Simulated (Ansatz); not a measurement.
The cell is TiTe2 (fluorite); cell and atoms were relaxed with r2SCAN. The symmetry is Fm-3m (No. 225, cubic); a = 6.880 Å in the conventional setting, 27.14 Å³ an atom. Ti has 8 Te at 2.98 Å; Te has 4 Ti at 2.98 Å.

The questions ask for values computed with Ansatz on this geometry. All values are calculated for a non-magnetic cell, which may be hypothetical.

Given (6×6×6 mesh): PBE gives no gap: the lowest nominally empty band dips 0.39 eV below the top of the last filled one (its bottom at Γ–X (0.70 of the way from Γ), the top at L–W (0.80 of the way from L)), so the cell is a metal or semimetal at this level.

Q: What does LDA give for the gap (6×6×6 mesh)?

A: LDA gives no gap: the lowest nominally empty band dips 0.38 eV below the top of the last filled one (its bottom at Γ–X (0.70 of the way from Γ), the top at L–W (0.80 of the way from L)), so the cell is a metal or semimetal at this level.

Q: Estimate the gap with PBE+SOC on 6×6×6.

A: PBE+SOC gives no gap: the lowest nominally empty band dips 0.39 eV below the top of the last filled one (its bottom at Γ–X (0.70 of the way from Γ), the top at L–W (0.80 of the way from L)), so the cell is a metal or semimetal at this level.

Q: What does r2SCAN give for the gap (6×6×6 mesh)?

A: With r2SCAN the bands overlap by 0.40 eV (counted from 1, band 22 peaks at L–W (0.80 of the way from L) and band 23 bottoms out at Γ–X (0.70 of the way from Γ)): no gap.

Q: Roughly how does the cost of the PBE+SOC run (6×6×6) compare with r2SCAN's (6×6×6)?

A: About 4 times as much (50 core-seconds against 12 core-seconds, on 2 threads of Arm Neoverse N1 (shared host)).

Q: What do these levels agree on?

A: No level opens a gap, but no hybrid is among them, and semilocal functionals can close a real gap.

Only the levels marked +SOC include spin-orbit coupling.

Where an edge lies off the special points, it is a point of the mesh or the k point where a search put PBE's edge or least direct gap, reused for the other functionals, whose own edges may lie a little apart.
